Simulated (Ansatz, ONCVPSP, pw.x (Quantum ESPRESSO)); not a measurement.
What a changed setting does to a pw.x run (fcc W)

Potential: optimised norm-conserving Vanderbilt (ONCV), ONCVPSP 4.0.1.1 (patched build), PBE; core [Kr] 4d10 4f14, reference 5s2 5p6 5d4 6s2; waves: 5s+6s: rc 1.90 bohr, ncon 5, nbas 9, qcut 7.2 1/bohr, 3 projectors, debl 3.6 Ha; 5p: rc 1.60 bohr, ncon 4, nbas 8, qcut 7.1 1/bohr, 2 projectors, debl 3.3 Ha; 5d: rc 1.65 bohr, ncon 5, nbas 10, qcut 6.6 1/bohr, 1 projector; local part: polynomial inside 1.45 bohr (lpopt 5, dvloc0 0 Ha); core correction: none.

The reference run (k-mesh 14³, cutoffs 60/240 Ry, Fermi–Dirac 0.01 Ry, mixing_beta 0.4, conv_thr 1e-9, no spin) gives -2.80 GPa at 16.478 Å³/atom, where all-electron LAPW gives -0.06 GPa. This run, with its own iteration cap, changes nosym to true.

```
&control
  calculation='scf', prefix='x', pseudo_dir='./', outdir='./tmp', tstress=.true., disk_io='none'
/
&system
  ibrav=0, nat=1, ntyp=1, ecutwfc=60, ecutrho=240, nbnd=15,
  occupations='smearing', smearing='fd', degauss=0.01, nosym=.true.
/
&electrons
  conv_thr=1e-09, mixing_beta=0.4, electron_maxstep=70
/
ATOMIC_SPECIES
W 1.0 W.UPF
CELL_PARAMETERS angstrom
  0.00000000 2.01972156 2.01972156
  2.01972156 0.00000000 2.01972156
  2.01972156 2.01972156 0.00000000
ATOMIC_POSITIONS crystal
W 0.0000 0.0000 0.0000
K_POINTS automatic
14 14 14 0 0 0
```

```bash
pw.x < W.scf.in > W.scf.out
```

How does the run end?

It converges in 8 iterations; the free energy moves by +0.0 meV/atom and the pressure by +0.00 GPa. The result is that of the reference run.

```
lattice parameter (alat)  =       5.3977  a.u.
     unit-cell volume          =     111.1991 (a.u.)^3
     number of electrons       =        14.00
     number of Kohn-Sham states=           15
     kinetic-energy cutoff     =      60.0000  Ry
     charge density cutoff     =     240.0000  Ry
     scf convergence threshold =      1.0E-09
     Exchange-correlation= PBE
     number of k points=  1376  Fermi-Dirac smearing, width (Ry)=  0.0100
     iteration #  1     ecut=    60.00 Ry     beta= 0.40
     total energy              =    -136.91704849 Ry
     estimated scf accuracy    <       0.03847671 Ry
     iteration #  2     ecut=    60.00 Ry     beta= 0.40
     total energy              =    -136.91774764 Ry
     estimated scf accuracy    <       0.00559036 Ry
     iteration #  3     ecut=    60.00 Ry     beta= 0.40
     total energy              =    -136.91844732 Ry
     estimated scf accuracy    <       0.00032483 Ry
     iteration #  4     ecut=    60.00 Ry     beta= 0.40
     total energy              =    -136.91846381 Ry
     estimated scf accuracy    <       0.00000512 Ry
     iteration #  5     ecut=    60.00 Ry     beta= 0.40
     total energy              =    -136.91846551 Ry
     estimated scf accuracy    <       0.00000042 Ry
     iteration #  6     ecut=    60.00 Ry     beta= 0.40
     total energy              =    -136.91846558 Ry
     estimated scf accuracy    <          1.6E-09 Ry
     iteration #  7     ecut=    60.00 Ry     beta= 0.40
     total energy              =    -136.91846558 Ry
     estimated scf accuracy    <          1.1E-09 Ry
     iteration #  8     ecut=    60.00 Ry     beta= 0.40
     the Fermi energy is    21.0634 ev
!    total energy              =    -136.91846558 Ry
     estimated scf accuracy    <          2.7E-11 Ry
     smearing contrib. (-TS)   =      -0.00527574 Ry
     The total energy is F=E-TS. E is the sum of the following terms:
     one-electron contribution =     -20.72195498 Ry
     hartree contribution      =      16.80309071 Ry
     xc contribution           =     -15.27114619 Ry
     ewald contribution        =    -117.72317937 Ry
     convergence has been achieved in   8 iterations
          total   stress  (Ry/bohr**3)                   (kbar)     P=      -27.97
     Message from routine punch:
     Nothing written, as per user request (disk_io='none')
```

The run took about 2.2 min on one core of a shared host (Intel(R) Xeon(R) 6975P-C, 192 threads, 1512 GiB, load 50).
